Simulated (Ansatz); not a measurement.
The system is Pb.

```xyz
2
Lattice="3.0386 -1.7503 0.0000 3.0386 1.7503 0.0000 -2.1155 0.0000 6.0952" Properties=species:S:1:pos:R:3 pbc="T T T"
Pb    3.9848    0.0000    4.4269
Pb   -0.0230    0.0000    1.6683
```

This isn't the form of Pb at room conditions, which is fcc.

Base run:

```yaml
Program: Ansatz 0.2.0
Functional: PBEsol
Potentials_or_basis: all-electron PAW datasets made for the crystal
Cutoff: 260 eV (chosen from the basis error)
k_mesh: 9 × 9 × 5
Occupations: fermi-dirac, width 0.05 eV
Spin: no spin polarisation
```

Its results: pressure -1.8 GPa; largest force 0.137 eV/Å.

Question: After a change of settings the same cell gave: pressure -0.2 GPa; largest force 0.210 eV/Å. Which change was it?
A. potentials or basis from all-electron PAW datasets made for the crystal to all-electron LAPW, scalar-relativistic; cutoff from 260 eV (chosen from the basis error) to 174 eV (chosen from the basis error)
B. potentials or basis from all-electron PAW datasets made for the crystal to all-electron LAPW, non-relativistic; cutoff from 260 eV (chosen from the basis error) to 174 eV (chosen from the basis error)
C. potentials or basis from all-electron PAW datasets made for the crystal to all-electron LAPW, inner shells corrected to Dirac's equation; cutoff from 260 eV (chosen from the basis error) to 174 eV (chosen from the basis error)

Answer: B.

Caveats: relativity is left out, which matters for the heavier elements (some runs).

The runs don't all hold the same shells in valence.
